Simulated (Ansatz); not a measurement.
MgS in the zincblende structure, relaxed with r2SCAN, was run in the PAW code Ansatz under altered settings. All numbers are computed, without spin polarisation but where a row says otherwise.

```yaml
crystal:
  lattice:
    - [0.00000, 2.83088, 2.83088]
    - [2.83088, 0.00000, 2.83088]
    - [2.83088, 2.83088, 0.00000]
  atoms:
    - { symbol: Mg, position: [0.00000, 0.00000, 0.00000] }
    - { symbol: S, position: [0.25000, 0.25000, 0.25000] }
```

The base run's other keys:
```yaml
kpoints:
  mp_grid: { grid: [4, 4, 4] }
hamiltonian:
  xc: hse06
scf:
  occupations: { method: fixed }
  n_extra_bands: 4
```

It takes 11 iterations with 893 plane waves at 420 eV and 8 k points, and leaves a mean stress of +0.12 GPa. The gap over this mesh is 4.534 eV. It ran on 4 threads of Arm Neoverse N1, on a shared host.

Outcomes, with energy and stress as changes against the base:

| setting | outcome | ΔF (meV/atom) | Δ mean stress (GPa) | gap on the mesh (eV) | iterations | wall time |
| --- | --- | --- | --- | --- | --- | --- |
| hamiltonian.xc: r2scan50 (cutoff then 500 eV) | converged | – | -1.1 | 7.118 | 14 | 9.3 s |
| PBE hybrid, exx coeff 0.35, unscreened | converged | – | -0.5 | 5.955 | 14 | 6.2 s |
| PBE hybrid, exx coeff 0.15, omega 0.2078 1/Å | converged | – | +0.4 | 4.099 | 9 | 5.5 s |
| PBE hybrid, exx coeff 0.1, unscreened | converged | – | +0.6 | 4.161 | 9 | 5.2 s |
| PBE hybrid, exx coeff 1.5, omega 0.5 1/Å | refused | – | – | – | – | 0.04 s |
| basis.ecutwfc: 750 | converged | -0.6 | 0.0 | 4.534 | 11 | 14 s |

A dash marks a value that wasn't obtained or can't be compared. Stress is positive in compression. The base took 5.5 s.

- hamiltonian.xc: r2scan50. The cutoff follows the functional, from 420 to 500 eV. The mean stress moves by -1.1 GPa and the gap on the mesh by +2.584 eV (to 7.118). It's another functional on the same cell, so totals aren't comparable.
- PBE hybrid, exx coeff 0.35, unscreened. That is 35 % exact exchange, at all ranges, against HSE06's 25 % screened at 0.208 1/Å. The mean stress moves by -0.5 GPa and the gap on the mesh by +1.422 eV (to 5.955). Totals of different functionals aren't comparable.
- PBE hybrid, exx coeff 0.15, omega 0.2078 1/Å. That is 15 % exact exchange, screened with ω = 0.2078 1/Å, against HSE06's 25 % screened at 0.208 1/Å. The mean stress moves by +0.4 GPa and the gap on the mesh by -0.435 eV (to 4.099). Totals of different functionals aren't comparable.
- PBE hybrid, exx coeff 0.1, unscreened. That is 10 % exact exchange, at all ranges, against HSE06's 25 % screened at 0.208 1/Å. The mean stress moves by +0.6 GPa and the gap on the mesh by -0.373 eV (to 4.161). Totals of different functionals aren't comparable.
- PBE hybrid, exx coeff 1.5, omega 0.5 1/Å. It is rejected at once. Error: invalid value for `hamiltonian.xc.exx.coeff`: must be finite and in (0, 1]; got 1.5

Within 1 meV an atom, 0.1 GPa and 0.005 eV of the base stay: basis.ecutwfc: 750.

The program warns that its thresholds are loose for a hybrid's stress.

The meshes of the hybrids are coarse, so their gaps aren't converged to the digits shown.
